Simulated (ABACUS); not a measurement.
Runs of ABACUS 3.10.1 on HgTe (Coloradoite). The structure is cubic, space group F-43m (No. 216). The conventional cell has a = 6.429 Å, b = 6.429 Å, c = 6.429 Å, α = 90.00°, β = 90.00°, γ = 90.00°. Around Hg (site symmetry -43m) lie 4 Te at 2.78 Å. Around Te (site symmetry -43m) lie 4 Hg at 2.78 Å. 

| task | level | potentials or basis | k mesh | cutoff (eV) | SCF threshold on the density | eigensolver | symmetry key | share of exact exchange | screening of the exchange | mesh quality | gap on the mesh (eV) | pressure (GPa) |
| --- | --- | --- | --- | --- | --- | --- | --- | --- | --- | --- | --- | --- |
| single point | PBEsol | SG15 ONCV 1.2 PBE, plane waves | 7 × 7 × 7 | 1129 | 1e-08 | dav | 1 | - | - | not flagged | none | 1.7 |
| single point | r2SCAN | SG15 ONCV 1.2 PBE, plane waves | 4 × 4 × 4 | 1306 | 1e-08 | dav | 1 | - | - | coarse | none | 3.0 |
| single point | HSE-type (share 0.4, screening 0.11/bohr) | SG15 ONCV 1.2 PBE, DZP LCAO (the cutoffs set its grid) | 3 × 3 × 3 | 1361 | 1e-07 | genelpa | 1 | 0.4 | 0.11 1/bohr | coarse | 0.80 | - |
| single point | LDA | SG15 ONCV 1.2 PBE, plane waves | 7 × 7 × 7 | 1129 | 1e-08 | dav | 1 | - | - | not flagged | none | (a) |
| single point | HSE-type (share 0.1, screening 0.11/bohr) | SG15 ONCV 1.2 PBE, DZP LCAO (the cutoffs set its grid) | 3 × 3 × 3 | 1361 | 1e-07 | genelpa | 1 | 0.1 | 0.11 1/bohr | coarse | none | - |

Alike in all rows: no spin polarisation; cell as given; smearing fermi-dirac 0.05 eV.

Estimate the missing entries.

(a) 0.0.

Caveats: some runs use coarse meshes; the potentials were made for another functional, which shifts forces and pressure; the atomic orbitals were generated for these runs and aren't a published set (some runs); gaps of hybrids in this basis differ from plane-wave ones by up to 0.1 eV (some runs); the basis of atomic orbitals isn't converged, which shifts pressures, moduli and gaps (some runs); spin-orbit coupling is left out, which moves the levels of the heavy elements (some runs).

A k mesh can miss the band edges, and the runs leave out spin-orbit coupling on Hg, Te.

A gap of «none» marks a metal or a gap under the smearing width.

Runs at the PBE level aren't shown here.
